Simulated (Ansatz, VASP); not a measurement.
## Al2Cu: VASP beside Ansatz

The input INCAR:

```
SYSTEM = Al2Cu
PREC = Accurate ; ENCUT = 520
EDIFF = 1E-7 ; ISMEAR = -1
SIGMA = 0.05 ; LREAL = .FALSE.
LASPH = .TRUE. ; NELM = 80
ALGO = Normal ; ISIF = 2
LWAVE = .FALSE. ; LCHARG = .FALSE.
GGA = PS ; NBANDS = 16
```

Contents of KPOINTS:

```
regular mesh
0
G
  7 7 9
  0 0 0
```

The input POSCAR:

```
Al2Cu
1.0
    4.1051820000      0.0000000000      0.0000000000
    0.0000000000      4.1051820000      0.0000000000
    0.0000000000      0.0000000000      2.8913130000
Cu Al
1 2
Direct
   -0.0039700000      0.0061610000      0.0024120000
    0.0093760000      0.4970560000      0.4682290000
    0.5060070000     -0.0098690000      0.4975350000
```

input.yaml

```yaml
crystal:
  lattice:
    - [4.105182, 0.0, 0.0]
    - [0.0, 4.105182, 0.0]
    - [0.0, 0.0, 2.891313]
  atoms:
    - { symbol: Cu, position: [-0.00397, 0.006161, 0.002412] }
    - { symbol: Al, position: [0.009376, 0.497056, 0.468229] }
    - { symbol: Al, position: [0.506007, -0.009869, 0.497535] }
hamiltonian:
  xc: pbesol
  pseudopotentials: { kind: paw }
kpoints:
  mp_grid: { grid: [7, 7, 9] }
scf:
  occupations: { method: fermi_dirac, width: 0.05 }
output:
  forces: true
  stress: true
  eigenvalues: true
  write_density: true
  write_potential: true
  elf: true
  volumetric_format: npy
```

Change from the starting cell: atoms moved at random, drawn with an rms of 0.05 Å.

Alike in both runs: task single point; functional PBEsol; k mesh 7 × 7 × 9; occupations fermi-dirac, width 0.05 eV; no spin polarisation.

|  | VASP | Ansatz |
| --- | --- | --- |
| version | VASP 6.6.1 | Ansatz 0.2.0 |
| potentials or method | VASP PAW PBE potentials, release 64 (Cu, Al) | Ansatz PAW |
| plane-wave cutoff (eV) | 520 | 420 |
| valence electrons in the cell | 17 | 25 |

VASP gave:

| Property | Result |
| --- | --- |
| gap on the k mesh at the Fermi level (eV) | none |
| pressure (GPa) | -1.9 |
| largest component of the traceless stress (GPa) | 0.97 |
| rms of the force components (eV/Å) | 0.210 |

**Question.** Estimate Ansatz's values.

**Answer.** gap on the k mesh at the Fermi level (eV): none; pressure (GPa): -2.1; largest component of the traceless stress (GPa): 0.96; rms of the force components (eV/Å): 0.210.

Atom by atom the forces differ by 0.001 eV/Å (rms over components). A gap of «none» marks a metal or a gap that the smearing closes. The two sets of potentials don't hold the same shells in valence.

Caveats: the PAW data sets were made with another functional, which shifts forces and pressure a little (VASP); the PAW data sets come from PBE, with cores solved anew for the run's functional, which leaves a small shift of forces and pressure (Ansatz).
